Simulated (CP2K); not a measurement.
A run of CP2K 2026.2:

File mgo_scf.inp:

```
&GLOBAL
  PROJECT mgo_scf
  RUN_TYPE ENERGY_FORCE
  PRINT_LEVEL LOW
&END GLOBAL
&FORCE_EVAL
  METHOD QS
  STRESS_TENSOR ANALYTICAL
  &DFT
    BASIS_SET_FILE_NAME BASIS_MOLOPT
    POTENTIAL_FILE_NAME GTH_POTENTIALS
    &MGRID
      CUTOFF 1400
      REL_CUTOFF 60
      NGRIDS 4
    &END MGRID
    &QS
      METHOD GPW
      EPS_DEFAULT 1.0E-9
    &END QS
    &KPOINTS
      SCHEME MONKHORST-PACK 11 11 11
      GAMMA_CENTERED T
      SYMMETRY T
      SYMMETRY_BACKEND SPGLIB
    &END KPOINTS
    &SCF
      SCF_GUESS ATOMIC
      EPS_SCF 1.0E-6
      MAX_SCF 100
      ADDED_MOS 10
      CHOLESKY OFF
      EPS_EIGVAL 1.0E-7
      &DIAGONALIZATION ON
        ALGORITHM STANDARD
      &END DIAGONALIZATION
      &MIXING ON
        METHOD BROYDEN_MIXING
        ALPHA 0.4
        BETA 1.5
        NBUFFER 8
      &END MIXING
      &SMEAR ON
        METHOD FERMI_DIRAC
        ELECTRONIC_TEMPERATURE [K] 580.226
      &END SMEAR
    &END SCF
    &XC
      &XC_FUNCTIONAL PBE
      &END XC_FUNCTIONAL
    &END XC
    &PRINT
      &KPOINTS ON
      &END KPOINTS
      &MULLIKEN ON
      &END MULLIKEN
      &MO ON
        ENERGIES T
        OCCUPATION_NUMBERS T
        &EACH
          QS_SCF 0
        &END EACH
        ADD_LAST NUMERIC
      &END MO
      &E_DENSITY_CUBE ON
        STRIDE 2
      &END E_DENSITY_CUBE
      &V_HARTREE_CUBE ON
        STRIDE 2
      &END V_HARTREE_CUBE
      &ELF_CUBE ON
        STRIDE 2
      &END ELF_CUBE
    &END PRINT
  &END DFT
  &SUBSYS
    &CELL
      ABC 2.9656078099 2.9656078098 2.9656078098
      ALPHA_BETA_GAMMA 59.9999999996 60.0000000004 60.0000000005
      PERIODIC XYZ
    &END CELL
    &COORD
      SCALED
      Mg  0.0000000000 0.0000000000 0.0000000000
      O   0.5000000000 0.5000000000 0.5000000000
    &END COORD
    &KIND Mg
      BASIS_SET DZVP-MOLOPT-SR-GTH-q10
      POTENTIAL GTH-PADE-q10
    &END KIND
    &KIND O
      BASIS_SET DZVP-MOLOPT-SR-GTH-q6
      POTENTIAL GTH-PADE-q6
    &END KIND
    &PRINT
      &ATOMIC_COORDINATES ON
      &END ATOMIC_COORDINATES
      &CELL ON
      &END CELL
      &SYMMETRY ON
      &END SYMMETRY
    &END PRINT
  &END SUBSYS
  &PRINT
    &FORCES ON
    &END FORCES
    &STRESS_TENSOR ON
    &END STRESS_TENSOR
  &END PRINT
&END FORCE_EVAL
```

Potentials or basis: GTH_POTENTIALS Mg GTH-PADE-q10, O GTH-PADE-q6; DZVP-MOLOPT-SR-GTH basis.

Command:

```sh
$ OMP_NUM_THREADS=1 cp2k.psmp -i mgo_scf.inp -o mgo_scf.out
```

Hardware: 1 thread of Arm Neoverse V1 (shared host).

Estimate the wall time of this run.

Run time: 41 s on 1 thread of Arm Neoverse V1, on a shared host, peak memory 0.39 GiB. Counts: scf iterations 13, k points 56, basis 22, bands 18, force evaluations 1.
